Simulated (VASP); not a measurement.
# CsPbBr₃, equation of state: which settings are enough?

CsPbBr₃, Pm-3m (no. 221), 5 atoms in the cell. LDA; PAW potentials Pb_d, Cs_sv, Br (LDA set). VASP 6.6.1.

Wanted: equilibrium volume within 1 %; bulk modulus within 5 %.

What the run is for: equation of state; Accuracy asked: screening.

The series start from Plane-wave cutoff (eV): 310; k-point mesh: 4 × 4 × 4; Volumes: 5 from 0.92 to 1.08; Precision mode (PREC): Accurate; Electronic threshold (eV): 1e-6; Aspherical gradient terms in the spheres (LASPH): yes; Start of each volume: each volume from scratch. Each series keeps the choices made before it, and each single choice may use up half of a tolerance. Times cover all steps of a run.

## Plane-wave cutoff (eV)

| Plane-wave cutoff (eV) | Equilibrium volume (Å³/atom) | Bulk modulus (GPa) | Time (s) |
|---|---|---|---|
| 190 | 39.03 | 21.32 | 24 |
| 240 | 38.75 | 25.68 | 34 |
| 280 | 38.75 | 25.35 | 34 |
| 310 | 38.74 | 25.18 | 44 |
| 360 | 38.75 | 25.52 | 50 |
| 420 | 38.74 | 25.42 | 64 |
| 500 | 38.74 | 25.41 | 86 |
| 620 (reference) | 38.74 | 25.43 | 100 |

Chosen: 240, the loosest value from which every tighter one stays within half of the tolerance.

## k-point mesh

| k-point mesh | Equilibrium volume (Å³/atom) | Bulk modulus (GPa) | Time (s) |
|---|---|---|---|
| 2 × 2 × 2 | 40.85 | 22.48 | 15 |
| 3 × 3 × 3 | 37.86 | 22.64 | 17 |
| 4 × 4 × 4 | 38.75 | 25.68 | 34 |
| 5 × 5 × 5 | 38.42 | 25.69 | 36 |
| 6 × 6 × 6 (reference) | 38.55 | 25.76 | 60 |

Chosen: 5 × 5 × 5.

## Volumes

| Volumes | Equilibrium volume (Å³/atom) | Bulk modulus (GPa) | Time (s) |
|---|---|---|---|
| 5 from 0.88 to 1.12 | 38.4 | 25.17 | 28 |
| 5 from 0.92 to 1.08 | 38.42 | 25.69 | 36 |
| 7 from 0.91 to 1.09 (reference) | 38.4 | 25.08 | 40 |

Chosen: 5 from 0.88 to 1.12.

## Precision mode (PREC)

| Precision mode (PREC) | Equilibrium volume (Å³/atom) | Bulk modulus (GPa) | Time (s) |
|---|---|---|---|
| SingleN | 38.48 | 23.67 | 17 |
| Normal | 38.4 | 25.07 | 19 |
| Accurate (reference) | 38.4 | 25.17 | 28 |

Chosen: Normal.

## Electronic threshold (eV)

| Electronic threshold (eV) | Equilibrium volume (Å³/atom) | Bulk modulus (GPa) | Time (s) |
|---|---|---|---|
| 0.001 | 38.4 | 25.06 | 16 |
| 0.0001 | 38.4 | 25.07 | 16 |
| 1e-5 | 38.4 | 25.07 | 17 |
| 1e-6 | 38.4 | 25.07 | 19 |
| 1e-7 (reference) | 38.4 | 25.07 | 19 |

Chosen: 0.001.

## Aspherical gradient terms in the spheres (LASPH)

| Aspherical gradient terms in the spheres (LASPH) | Equilibrium volume (Å³/atom) | Bulk modulus (GPa) | Time (s) |
|---|---|---|---|
| yes | 38.4 | 25.06 | 16 |
| no | 38.4 | 25.06 | 12 |

Chosen: yes; no other choice that stays within half of the tolerance saves 30 % of the time.

## Start of each volume

| Start of each volume | Equilibrium volume (Å³/atom) | Bulk modulus (GPa) | Time (s) |
|---|---|---|---|
| each volume from scratch | 38.4 | 25.06 | 16 |
| orbitals of the volume before (WAVECAR) | 38.4 | 25.09 | 11 |

Chosen: each volume from scratch.

## All choices together

| Input | Equilibrium volume (Å³/atom) | Bulk modulus (GPa) | Time (s) |
|---|---|---|---|
| the program's defaults (naive) | 37.97 | 27.78 | 9.1 |
| chosen settings | 38.4 | 25.06 | 16 |
| reference settings throughout | 38.53 | 25.39 | 303 |

The tolerance is met.

## The input

INCAR:
```
SYSTEM = CsPbBr3
GGA = CA
ISMEAR = 0
SIGMA = 0.03
LWAVE = .FALSE.
LCHARG = .FALSE.
ISIF = 2
NSW = 0
PREC = Normal
LASPH = .TRUE.
LREAL = .FALSE.
ALGO = Normal
EDIFF = 0.001
NELM = 120
GGA_COMPAT = .FALSE.
ENCUT = 240
EFERMI = MIDGAP
KPAR = 2
```

KPOINTS:
```
Automatic mesh
0
Gamma
  5 5 5
  0 0 0
```

POSCAR.step1:
```
CsPbBr3
1.0
    5.6251269122      0.0000000000      0.0000000000
    0.0000000000      5.6251269122      0.0000000000
    0.0000000000      0.0000000000      5.6251269122
Pb Cs Br
1 1 3
Direct
    0.5000000000      0.5000000000      0.5000000000
    0.0000000000      0.0000000000      0.0000000000
    0.5000000000      0.5000000000      0.0000000000
    0.5000000000      0.0000000000      0.5000000000
    0.0000000000      0.5000000000      0.5000000000
```

POSCAR.step2:
```
CsPbBr3
1.0
    5.7501704582      0.0000000000      0.0000000000
    0.0000000000      5.7501704582      0.0000000000
    0.0000000000      0.0000000000      5.7501704582
Pb Cs Br
1 1 3
Direct
    0.5000000000      0.5000000000      0.5000000000
    0.0000000000      0.0000000000      0.0000000000
    0.5000000000      0.5000000000      0.0000000000
    0.5000000000      0.0000000000      0.5000000000
    0.0000000000      0.5000000000      0.5000000000
```

POSCAR.step3:
```
CsPbBr3
1.0
    5.8700000000      0.0000000000      0.0000000000
    0.0000000000      5.8700000000      0.0000000000
    0.0000000000      0.0000000000      5.8700000000
Pb Cs Br
1 1 3
Direct
    0.5000000000      0.5000000000      0.5000000000
    0.0000000000      0.0000000000      0.0000000000
    0.5000000000      0.5000000000      0.0000000000
    0.5000000000      0.0000000000      0.5000000000
    0.0000000000      0.5000000000      0.5000000000
```

POSCAR.step4:
```
CsPbBr3
1.0
    5.9851272676      0.0000000000      0.0000000000
    0.0000000000      5.9851272676      0.0000000000
    0.0000000000      0.0000000000      5.9851272676
Pb Cs Br
1 1 3
Direct
    0.5000000000      0.5000000000      0.5000000000
    0.0000000000      0.0000000000      0.0000000000
    0.5000000000      0.5000000000      0.0000000000
    0.5000000000      0.0000000000      0.5000000000
    0.0000000000      0.5000000000      0.5000000000
```

POSCAR.step5:
```
CsPbBr3
1.0
    6.0959880756      0.0000000000      0.0000000000
    0.0000000000      6.0959880756      0.0000000000
    0.0000000000      0.0000000000      6.0959880756
Pb Cs Br
1 1 3
Direct
    0.5000000000      0.5000000000      0.5000000000
    0.0000000000      0.0000000000      0.0000000000
    0.5000000000      0.5000000000      0.0000000000
    0.5000000000      0.0000000000      0.5000000000
    0.0000000000      0.5000000000      0.5000000000
```

Commands (each step's output is kept before the next begins):
```
cat potpaw_LDA.64/Pb_d/POTCAR potpaw_LDA.64/Cs_sv/POTCAR potpaw_LDA.64/Br/POTCAR > POTCAR
cp POSCAR.step1 POSCAR
mpirun -np 2 vasp_std > vasp.out
cp POSCAR.step2 POSCAR
mpirun -np 2 vasp_std > vasp.out
cp POSCAR.step3 POSCAR
mpirun -np 2 vasp_std > vasp.out
cp POSCAR.step4 POSCAR
mpirun -np 2 vasp_std > vasp.out
cp POSCAR.step5 POSCAR
mpirun -np 2 vasp_std > vasp.out
```

The chosen input took VASP 6.6.1 16 s on 2 cores (Intel Xeon Platinum 8488C (Sapphire Rapids)), a shared host.

## An input that fails: cutoff far too low

It runs to its end, but against the unchanged starting input it is off by 2.6 % in the equilibrium volume, 211 % in the bulk modulus.

Changes against the starting input:
```
(all steps)
- PREC = Accurate
- NELM = 120
- ENCUT = 310
+ PREC = Low
+ NELM = 73
+ ENCUT = 140
```
